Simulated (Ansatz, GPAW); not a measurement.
# One calculation of Ni, 3 ways

```
Ni
1.0
     0.00000    1.73757    1.73757
     1.73757    0.00000    1.73757
     1.73757    1.73757    0.00000
Ni
1
Direct
  0.00000 0.00000 0.00000
```

Alike in all runs: task single point; functional PBE; k mesh 13 × 13 × 13; occupations gaussian, width 0.017 eV; collinear spin, ferromagnetic start; no spin-orbit coupling. Pressure is positive in compression and, in plane waves, holds the error of the finite cutoff, which Ansatz's Pulay term estimates and takes out.

| program and potentials | plane-wave cutoff (eV) | notes | pressure (GPa) | net moment per atom (μB) |
| --- | --- | --- | --- | --- |
| Ansatz, Ansatz PAW | 420 | 18 valence electrons an atom on average; Pulay term of +0.06 GPa included | 8.01 | 0.64 |
| Ansatz, all-electron LAPW, scalar-relativistic | - | - | 7.98 | 0.64 |
| GPAW, GPAW PAW data sets (gpaw-data 1.2.1) | 600 | 16 valence electrons an atom on average; this data set often lies off other programs | 10.46 | 0.64 |

The pressure spans 7.98 (Ansatz, all-electron LAPW, scalar-relativistic) to 10.46 GPa (GPAW, GPAW PAW data sets (gpaw-data 1.2.1)), with all-electron results at 7.98. All agree on the net moment per atom. The state is the one that the start led to, which needn't be the lowest.

Differences between rows come from potentials, basis sets and numerical settings, since the functional is the same but for its coding. Runs on potential files found faulty are left out.
